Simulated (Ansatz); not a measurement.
Runs of Ansatz 0.2.0 on CsSnI3. The structure is cubic, space group Pm-3m (No. 221). The conventional cell has a = 6.206 Å, b = 6.206 Å, c = 6.206 Å, α = 90.00°, β = 90.00°, γ = 90.00°. Cs (site symmetry m-3m) is surrounded by 12 I at 4.39 Å. I (site symmetry 4/mmm) is surrounded by 2 Sn at 3.10 Å. Sn (site symmetry m-3m) has 6 I at 3.10 Å as nearest neighbours. 

```tsv
level	gap on the mesh (eV)	pressure (GPa)	relaxed volume (Å³/atom)
PBE+D3(BJ)-ATM	1.73	0.0	47.07
PBE	1.78	0.0	(b)
PBE+D4	1.73	0.0	46.84
PBE+D3(BJ)	1.73	0.0	(a)
```

Alike in all rows: task relaxation of cell and atoms; potentials or basis Ansatz PAW; no spin polarisation; cell relaxed; k mesh 5 × 5 × 5; cutoff (eV) 420; smearing fermi-dirac 0.05 eV.

Estimate the missing entries.

(a) 46.88; (b) 49.30.

Caveats: odd divisions of the mesh miss points on the zone boundary, where band edges often lie, so the gap on the mesh can be too wide; the plane-wave basis is chosen anew once the cell has moved, so the energies of steps on either side of that aren't comparable; spin-orbit coupling is left out, which moves the levels of the heavy elements.

A k mesh can miss the band edges, and the runs leave out spin-orbit coupling on Cs, I, Sn.
